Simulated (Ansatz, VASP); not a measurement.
CaO: VASP beside Ansatz

```xyz
2
Lattice="0.0000 2.3486 2.3486 2.3486 0.0000 2.3486 2.3486 2.3486 0.0000" Properties=species:S:1:pos:R:3 pbc="T T T"
Ca    0.0000    0.0000    0.0000
O     2.3486    2.3486    2.3486
```

Alike in both runs: task single point; functional r2SCAN; k mesh 8 × 8 × 8; no spin polarisation.

|  | VASP | Ansatz |
| --- | --- | --- |
| version | VASP 6.6.1 | Ansatz 0.2.0 |
| potentials or method | VASP PAW PBE potentials, release 64 (Ca_sv, O) | plane waves, PAW |
| plane-wave cutoff (eV) | 520 | 500 |
| occupations | gaussian, width 0.01 eV | fixed |
| valence electrons in the cell | 16 | 16 |

|  | VASP | Ansatz | Ansatz less VASP |
| --- | --- | --- | --- |
| gap on the k mesh at the Fermi level (eV) | 4.16 | 4.17 | +0.016 |
| pressure (GPa) | 9.7 | 8.3 | -1.46 |

Caveats: the PAW data sets were made with another functional, which shifts forces and pressure a little (VASP). A k mesh can miss the band edges. r2SCAN opens gaps a little over a GGA but as a rule still falls short of measured ones.
